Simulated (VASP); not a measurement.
# CoO (F-43m) in VASP: electric field gradients with PBEsol

Aim: the electric field gradients of CoO with PBEsol.

Program: VASP 6.6.1. These are calculated values, not measurements. Logs are shortened: lines on timing, memory, paths and dates and some standing lists are left out, and cuts for length are marked.

## Step 1: The structure

Symmetry: F-43m, No. 216, cubic system. The conventional cell has a = 4.499 Å, b = 4.499 Å, c = 4.499 Å, α = 90.00°, β = 90.00°, γ = 90.00°. Co (site symmetry -43m) is surrounded by 4 O at 1.95 Å. O (site symmetry -43m) has 4 Co at 1.95 Å as nearest neighbours.

Measurements of this composition are mostly on another form, of space group No. 225.

## Step 2: Electric field gradients, PBEsol, collinear spin, typed start

Contents of INCAR:

```
SYSTEM = CoO
ALGO = Normal ; EDIFF = 1E-8
ENCUT = 520 ; GGA = PS
ISIF = 2 ; ISMEAR = -1
ISPIN = 2 ; LASPH = .True.
LCHARG = .False. ; LEFG = .True.
LMAXMIX = 4 ; LORBIT = 11
LREAL = .False. ; LWAVE = .False.
MAGMOM = 2 0 ; NBANDS = 18
NELM = 150 ; PREC = Accurate
SIGMA = 0.05
```

Contents of KPOINTS:

```
k-points
0
Gamma
  13 13 13
  0 0 0
```

Contents of POSCAR:

```
CoO
1.0
    0.0000000000      2.2495572983      2.2495572983
    2.2495572983      0.0000000000      2.2495572983
    2.2495572983      2.2495572983      0.0000000000
Co O
1 1
Direct
    0.0000000000      0.0000000000      0.0000000000
    0.2500000000      0.2500000000      0.2500000000
```

Potentials or basis: VASP PAW PBE potentials, release 64 (Co, O).

Started as:

```sh
> cat potpaw_PBE.64/Co/POTCAR potpaw_PBE.64/O/POTCAR > POTCAR
> mpirun -np 1 vasp_std > vasp.out
```

OUTCAR:

```text
SYSTEM = CoO
   EDIFF = 1E-8
   ENCUT = 520
   GGA = PS
   ISIF = 2
   ISMEAR = -1
   ISPIN = 2
   LASPH = .True.
   LORBIT = 11
   LREAL = .False.
   NELM = 150
   PREC = Accurate

 ion  position               nearest neighbor table
   1  0.000  0.000  0.000-   2 1.95   2 1.95   2 1.95   2 1.95
   2  0.250  0.250  0.250-   1 1.95   1 1.95   1 1.95   1 1.95

  LATTYP: Found a face centered cubic cell.
 ALAT       =     4.4991145966

  Lattice vectors:

 A1 = (   0.0000000000,   2.2495572983,   2.2495572983)
 A2 = (   2.2495572983,   0.0000000000,   2.2495572983)
 A3 = (   2.2495572983,   2.2495572983,   0.0000000000)

Analysis of symmetry for initial positions (statically):
=====================================================================
 Subroutine PRICEL returns:
 Original cell was already a primitive cell.

 Routine SETGRP: Setting up the symmetry group for a
 face centered cubic supercell.

 Subroutine GETGRP returns: Found 24 space group operations
 (whereof 24 operations were pure point group operations)
 out of a pool of 48 trial point group operations.

The static configuration has the point symmetry T_d .

Analysis of symmetry for dynamics (positions and initial velocities):
=====================================================================
 Subroutine PRICEL returns:
 Original cell was already a primitive cell.

 Routine SETGRP: Setting up the symmetry group for a
 face centered cubic supercell.

 Subroutine GETGRP returns: Found 24 space group operations
 (whereof 24 operations were pure point group operations)
 out of a pool of 48 trial point group operations.

The dynamic configuration has the point symmetry T_d .

Analysis of structural, dynamic, and magnetic symmetry:
=====================================================================
 Subroutine PRICEL returns:
 Original cell was already a primitive cell.

 Routine SETGRP: Setting up the symmetry group for a
 face centered cubic supercell.

 Subroutine GETGRP returns: Found 24 space group operations
 (whereof 24 operations were pure point group operations)
 out of a pool of 48 trial point group operations.

The overall configuration has the point symmetry T_d .

 Subroutine INISYM returns: Found 24 space group operations
 (whereof 24 operations are pure point group operations),
[... 155 lines left out ...]
      1     -14.1112      1.00000
      2      -0.3091      1.00000
      3      -0.3091      1.00000
      4      -0.3091      1.00000
      5       3.5959      1.00000
      6       3.5959      1.00000
[... 493 lines left out ...]
     17      31.3533      0.00000
     18      32.6048      0.00000

 [... further k-points ...]

 spin component 2

 k-point     1 :       0.0000    0.0000    0.0000
  band No.  band energies     occupation
      1     -13.5674      1.00000
      2       0.8727      1.00000
      3       0.8727      1.00000
      4       0.8727      1.00000
      5       5.4422      0.99988
      6       5.4422      0.99988
[... 493 lines left out ...]
     17      31.8561      0.00000
     18      32.9997      0.00000

 [... further k-points ...]
[... 5 lines left out ...]
  --------------------------------------------------------------------------------------
  -------------------------------------------------------------------------------------
  Total       -1.1590525     -1.1590525     -1.1590525      0.0000000      0.0000000      0.0000000
  in kB      -81.5628744    -81.5628744    -81.5628744      0.0000000      0.0000000      0.0000000
  external PRESSURE =     -81.5628744 kB  Pullay stress =       0.0000000 kB

 VOLUME and BASIS-vectors are now :
 -----------------------------------------------------------------------------
  energy-cutoff  :      520.00
  volume of cell :       22.77
      direct lattice vectors                 reciprocal lattice vectors
     0.000000000  2.249557298  2.249557298    -0.222265954  0.222265954  0.222265954
     2.249557298  0.000000000  2.249557298     0.222265954 -0.222265954  0.222265954
     2.249557298  2.249557298  0.000000000     0.222265954  0.222265954 -0.222265954

 POSITION                                       TOTAL-FORCE (eV/Angst)
 -----------------------------------------------------------------------------------
      0.00000      0.00000      0.00000        -0.000000      0.000000      0.000000
      1.12478      1.12478      1.12478         0.000000     -0.000000     -0.000000
 -----------------------------------------------------------------------------------
    total drift:                                0.000001      0.000001      0.000001

  FREE ENERGIE OF THE ION-ELECTRON SYSTEM (eV)
  ---------------------------------------------------
  free  energy   TOTEN  =       -14.2349751747 eV

  energy  without entropy=      -14.2148121250  energy(sigma->0) =      -14.22489365

 Electric field gradients (V/A^2)
---------------------------------------------------------------------
 ion       V_xx      V_yy      V_zz      V_xy      V_xz      V_yz
---------------------------------------------------------------------
   1      -0.000    -0.000    -0.000    -0.001    -0.001    -0.001
   2       0.000    -0.000    -0.000     0.001     0.001     0.001
---------------------------------------------------------------------

 Electric field gradients after diagonalization (V/A^2)
 (convention: |V_zz| > |V_xx| > |V_yy|)
----------------------------------------------------------------------
 ion       V_xx      V_yy      V_zz     asymmetry (V_yy - V_xx)/ V_zz
----------------------------------------------------------------------
   1       0.001     0.001    -0.003       0.000
   2      -0.001    -0.001     0.002       0.000
----------------------------------------------------------------------

           NMR quadrupolar parameters

 Cq : quadrupolar parameter    Cq=e*Q*V_zz/h
 eta: asymmetry parameters     (V_yy - V_xx)/ V_zz
 Q  : nuclear electric quadrupole moment in mb (millibarn)
----------------------------------------------------------------------
 ion       Cq(MHz)       eta       Q (mb)
----------------------------------------------------------------------
   1      -0.000       0.000       1.000
   2       0.000       0.000       1.000
----------------------------------------------------------------------

 total charge

# of ion       s       p       d       tot
------------------------------------------
    1        0.349   0.456   7.204   8.009
    2        1.547   3.416   0.000   4.963
--------------------------------------------------
tot          1.896   3.872   7.204  12.972

 magnetization (x)

# of ion       s       p       d       tot
------------------------------------------
    1        0.017   0.050   2.304   2.371
    2        0.021   0.283   0.000   0.304
--------------------------------------------------
tot          0.039   0.332   2.304   2.675
```

OSZICAR:

```text
N       E                     dE             d eps       ncg     rms          rms(c)
DAV:   1     0.797555227492E+02    0.79756E+02   -0.66060E+03  6242   0.918E+02
DAV:   2    -0.116083788386E+02   -0.91364E+02   -0.78924E+02  6374   0.219E+02
DAV:   3    -0.168536756476E+02   -0.52453E+01   -0.50751E+01  6990   0.566E+01
DAV:   4    -0.169157501047E+02   -0.62074E-01   -0.62014E-01  7244   0.587E+00
DAV:   5    -0.169174835053E+02   -0.17334E-02   -0.17332E-02  7368   0.997E-01    0.174E+01
DAV:   6    -0.168664767514E+02    0.51007E-01   -0.26930E+01  6750   0.725E+01    0.233E+01
DAV:   7    -0.142842170857E+02    0.25823E+01   -0.14432E+01  7144   0.606E+01    0.747E+00
DAV:   8    -0.142587054501E+02    0.25512E-01   -0.42822E-01  6896   0.672E+00    0.416E+00
DAV:   9    -0.142297436383E+02    0.28962E-01   -0.13731E-01  8530   0.540E+00    0.114E+00
DAV:  10    -0.142365667983E+02   -0.68232E-02   -0.28121E-02  7416   0.164E+00    0.513E-01
DAV:  11    -0.142349604524E+02    0.16063E-02   -0.90561E-03  8374   0.118E+00    0.163E-01
DAV:  12    -0.142349823083E+02   -0.21856E-04   -0.89433E-04  6666   0.263E-01    0.739E-02
DAV:  13    -0.142349839099E+02   -0.16016E-05   -0.11112E-04  7580   0.156E-01    0.399E-02
DAV:  14    -0.142349767167E+02    0.71931E-05   -0.82326E-06  8190   0.381E-02    0.130E-02
DAV:  15    -0.142349754007E+02    0.13160E-05   -0.64154E-06  7438   0.258E-02    0.557E-03
DAV:  16    -0.142349752225E+02    0.17829E-06   -0.53699E-07  8134   0.991E-03    0.240E-03
DAV:  17    -0.142349751783E+02    0.44144E-07   -0.15238E-07  7428   0.401E-03    0.168E-03
DAV:  18    -0.142349751747E+02    0.35820E-08   -0.25697E-08  5784   0.189E-03
   1 F= -.14234975E+02 E0= -.14224894E+02  d E =-.201630E-01  mag=     2.7554
```

stdout:

```text
POSCAR found type information on POSCAR CoO
 POSCAR found :  2 types and       2 ions
 scaLAPACK will be used
 -----------------------------------------------------------------------------
|                                                                             |
|                                                                             |
|     You enforced a specific xc type in the INCAR file but a different       |
|     I HOPE YOU KNOW WHAT YOU ARE DOING!                                     |
|                                                                             |
 -----------------------------------------------------------------------------

 LDA part: xc-table for (Slater+PW92), standard interpolation
 POSCAR, INCAR and KPOINTS ok, starting setup
 FFT: planning ... GRIDC
 FFT: planning ... GRID_SOFT
 FFT: planning ... GRID
 WAVECAR not read
 entering main loop
ion   1

ion   2
```

Wall time 53 s (1 thread of AMD EPYC 9R45 (Zen 5), shared host); peak memory 0.15 GiB.

What came out:

* Free energy: -14.2350 eV
* Pressure: -8.2 GPa
* Band gap on the k mesh: none (metal or under the smearing width)
* Net moment: 2.76 μB per cell
* Site moments: Co +2.37; O +0.30 μB
* Valence electrons inside the program's atomic spheres: Co 8.01; O 4.96

Electric field gradients, principal values (V/Å²):
| atom | Vxx | Vyy | Vzz |
| --- | --- | --- | --- |
| 1 Co | 0.001 | 0.001 | -0.003 |
| 2 O | -0.001 | -0.001 | 0.002 |

Caveat: the PAW data sets were made with another functional, which shifts forces and pressure a little; a cell with one magnetic atom can't hold antiferromagnetic order, which such compounds often take; semilocal functionals often make such compounds metallic where correlation or magnetic order opens a gap, which also shifts bond lengths.
